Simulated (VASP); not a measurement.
# InPd (Pm-3m) in VASP: single point with PBE

Aim: the single point of InPd with PBE.

All numbers are computed with VASP 6.6.1; they aren't measurements. Logs are shortened: lines on timing, memory, paths and dates and some standing lists are left out, and cuts for length are marked.

### 1 Starting point

The structure is cubic, space group Pm-3m (No. 221). Conventional cell: a = 3.305 Å, b = 3.305 Å, c = 3.305 Å, α = 90.00°, β = 90.00°, γ = 90.00°. Around In (site symmetry m-3m) lie 8 Pd at 2.86 Å. Pd (site symmetry m-3m) has 8 In at 2.86 Å as nearest neighbours.

The cell comes from a database or a generator and needn't be the stable form of this composition.

### 2 Single point, PBE

Contents of INCAR:

```
SYSTEM = InPd
PREC = Accurate
ENCUT = 520
EDIFF = 1E-6
ISMEAR = 1
SIGMA = 0.1
LREAL = .FALSE.
LASPH = .TRUE.
NELM = 80
ALGO = Normal
ISIF = 2
LWAVE = .FALSE.
LCHARG = .FALSE.
GGA = PE
ICORELEVEL = 1
```

Contents of KPOINTS:

```
regular mesh
0
G
  9 9 28
  0 0 0
```

Contents of POSCAR:

```
InPd
1.0
    4.6745457500      0.0000000000      0.0000000000
   -2.3372728800      4.0482753700      0.0000000000
    2.3372728800      1.3494251200      1.9083753100
In Pd
1 1
Direct
    0.0000000000      0.0000000000      0.0000000000
    0.0000000000      0.5000000000      0.5000000000
```

Potentials or basis: VASP PAW PBE potentials, release 64 (In_d, Pd).

On the command line:

```
$ cat potpaw_PBE.64/In_d/POTCAR potpaw_PBE.64/Pd/POTCAR > POTCAR
$ mpirun -np 1 vasp_std > vasp.out
```

OUTCAR:

```text
SYSTEM = InPd
   PREC = Accurate
   ENCUT = 520
   EDIFF = 1E-6
   ISMEAR = 1
   LREAL = .FALSE.
   LASPH = .TRUE.
   NELM = 80
   ISIF = 2
   GGA = PE

 ion  position               nearest neighbor table
   1  0.000  0.000  0.000-   2 2.86   2 2.86   2 2.86   2 2.86   2 2.86   2 2.86   2 2.86
   2  0.000  0.500  0.500-   1 2.86   1 2.86   1 2.86   1 2.86   1 2.86   1 2.86   1 2.86

  LATTYP: Found a simple cubic cell.
 ALAT       =     3.3054030005

  Lattice vectors:

 A1 = (  -0.0000000100,   2.6988502500,  -1.9083753100)
 A2 = (  -2.3372728700,   1.3494251200,   1.9083753100)
 A3 = (   2.3372728800,   1.3494251200,   1.9083753100)

Analysis of symmetry for initial positions (statically):
=====================================================================
 Subroutine PRICEL returns:
 Original cell was already a primitive cell.

 Routine SETGRP: Setting up the symmetry group for a
 simple cubic supercell.

 Subroutine GETGRP returns: Found 48 space group operations
 (whereof 48 operations were pure point group operations)
 out of a pool of 48 trial point group operations.

The static configuration has the point symmetry O_h .

Analysis of symmetry for dynamics (positions and initial velocities):
=====================================================================
 Subroutine PRICEL returns:
 Original cell was already a primitive cell.

 Routine SETGRP: Setting up the symmetry group for a
 simple cubic supercell.

 Subroutine GETGRP returns: Found 48 space group operations
 (whereof 48 operations were pure point group operations)
 out of a pool of 48 trial point group operations.

The dynamic configuration has the point symmetry O_h .

 Subroutine INISYM returns: Found 48 space group operations
 (whereof 48 operations are pure point group operations),
 and found     1 'primitive' translations

----------------------------------------------------------------------------------------

                                     Primitive cell

  volume of cell :      36.1138

  direct lattice vectors                    reciprocal lattice vectors
     4.674545750  0.000000000  0.000000000     0.213924529  0.123509385 -0.349337294
    -2.337272880  4.048275370  0.000000000     0.000000000  0.247018769 -0.174668647
     2.337272880  1.349425120  1.908375310     0.000000000  0.000000000  0.524005941

  length of vectors
     4.674545750  4.674545752  3.305403000     0.427849060  0.302534971  0.524005941

  position of ions in fractional coordinates (direct lattice)
     0.000000000  0.000000000  0.000000000
     0.000000000  0.500000000  0.500000000

  ion indices of the primitive-cell ions
   primitive index   ion index
[... 117 lines left out ...]
  volume/ion in A,a.u.               =      18.06       121.85
  Fermi-wavevector in a.u.,A,eV,Ry     =   1.408509  2.661696 26.992574  1.983898
  Thomas-Fermi vector in A             =   2.530660
   LORBIT       =      0    0 simple, 1 ext, 2 COOP (PROOUT), +10 PAW based schemes
   GGA     = PE    functional components
   LHFCALC =     F    Hartree Fock is set to
   AEXX    =    0.0000 exact exchange contribution
   IVDW    =     0    specifies the selected vdW correction
   LEPSILON=     F    determine dielectric tensor
   LRPA    =     F    only Hartree local field effects (RPA)
 non-spin polarized calculation
 Methfessel and Paxton  Order N= 1 SIGMA  =   0.10
  energy-cutoff  :      520.00
  volume of cell :       36.11
 maximum number of plane-waves:       988
   NGX = 17   NGY = 17   NGZ = 13

 number of electron      23.0000001 magnetization

 Free energy of the ion-electron system (eV)
  ---------------------------------------------------
  ext. energy  EPLUGINS =         0.00000000
  ---------------------------------------------------
  free energy    TOTEN  =        -8.74422385 eV

  energy without entropy =       -8.74423530  energy(sigma->0) =       -8.74422766

 the core state eigenenergies are
   1-  1s -27733.7172  2s  -4140.2263  2p  -3714.2072  3s   -774.1881  3p   -634.7425
       3d   -418.4098  4s   -105.5238  4p    -64.0024
   2-  1s -24150.4827  2s  -3516.8148  2p  -3151.5684  3s   -625.2835  3p   -505.2804
       3d   -314.8181  4s    -74.4349  4p    -40.1873

 E-fermi :  10.0682     XC(G=0): -12.0580

 val. band max:       10.0672738440   @ k =   0.4444   0.2222   0.3571
 cond. band min:      10.0770308581   @ k =  -0.2222   0.0000   0.2500
 fundamental gap:      0.0097570141
 Fermi energy:        10.0682109701

 k-point     1 :       0.0000    0.0000    0.0000
  band No.  band energies     occupation
      1      -4.8581      2.00000
      2      -4.8581      2.00000
      3      -4.4847      2.00000
      4      -4.4847      2.00000
      5      -4.4847      2.00000
      6       0.2134      2.00000
      7       6.3541      2.00000
      8       6.3541      2.00000
      9       7.8210      2.00000
     10       7.8210      2.00000
     11       7.8210      2.00000
     12      14.1972      0.00000
     13      14.1972      0.00000
     14      14.1972      0.00000
[... 401 lines left out ...]
      2      -4.7546      2.00000
      3      -4.5297      2.00000
      4      -4.5107      2.00000
      5      -4.4947      2.00000
      6       0.8926      2.00000
      7       6.3901      2.00000
      8       6.4604      2.00000
      9       7.3558      2.00000
     10       7.5038      2.00000
     11       7.7176      2.00000
     12      12.8210      0.00000
     13      12.8955      0.00000
     14      15.2036      0.00000
     15      20.1700      0.00000

 [... further k-points ...]

------------------------ aborting loop because EDIFF is reached ----------------------------------------

  FORCE on cell =-STRESS in cart. coord.  units (eV):
  Direction    XX          YY          ZZ          XY          YZ          ZX
  --------------------------------------------------------------------------------------
  -------------------------------------------------------------------------------------
  Total        0.0193866      0.0193866      0.0193866     -0.0000000     -0.0000000      0.0000000
  in kB        0.8600793      0.8600793      0.8600793     -0.0000000     -0.0000000      0.0000000
  external PRESSURE =       0.8600793 kB  Pullay stress =       0.0000000 kB

 VOLUME and BASIS-vectors are now :
 -----------------------------------------------------------------------------
  energy-cutoff  :      520.00
  volume of cell :       36.11
      direct lattice vectors                 reciprocal lattice vectors
     4.674545750  0.000000000  0.000000000     0.213924529  0.123509385 -0.349337294
    -2.337272880  4.048275370  0.000000000     0.000000000  0.247018769 -0.174668647
     2.337272880  1.349425120  1.908375310     0.000000000  0.000000000  0.524005941

 POSITION                                       TOTAL-FORCE (eV/Angst)
 -----------------------------------------------------------------------------------
      0.00000      0.00000      0.00000        -0.000000     -0.000000      0.000000
      0.00000      2.69885      0.95419         0.000000      0.000000      0.000000
 -----------------------------------------------------------------------------------
    total drift:                                0.000000      0.000000     -0.000000

  FREE ENERGIE OF THE ION-ELECTRON SYSTEM (eV)
  ---------------------------------------------------
  free  energy   TOTEN  =        -8.7442238470 eV

  energy  without entropy=       -8.7442352965  energy(sigma->0) =       -8.74422766
```

Wall time 3.5 min (1 thread of Intel Xeon Platinum 8488C (Sapphire Rapids), shared host); peak memory 0.49 GiB.

Results:

* Free energy: -8.7442 eV
* Pressure: 0.1 GPa
* Band gap on the k mesh: none (metal or under the smearing width)

Levels at points of the mesh, in eV from the Fermi level:
```
           k point  band 7  band 8  band 9  band 10  band 11  band 12  band 13  band 14  band 15
(0.00, 0.00, 0.00)   -3.71   -3.71   -2.25    -2.25    -2.25     4.13     4.13     4.13     9.00
(0.00, 0.00, 0.50)   -4.72   -4.72   -1.66    -1.66    -0.24     3.71     3.71     3.71     4.23
```

Core levels (eV, on the scale of the bands):
```csv
atom,levels
1 In,"1s -27733.7, 2s -4140.2, 2p -3714.2, 3s -774.2, 3p -634.7, 3d -418.4, 4s -105.5, 4p -64.0"
2 Pd,"1s -24150.5, 2s -3516.8, 2p -3151.6, 3s -625.3, 3p -505.3, 3d -314.8, 4s -74.4, 4p -40.2"
```
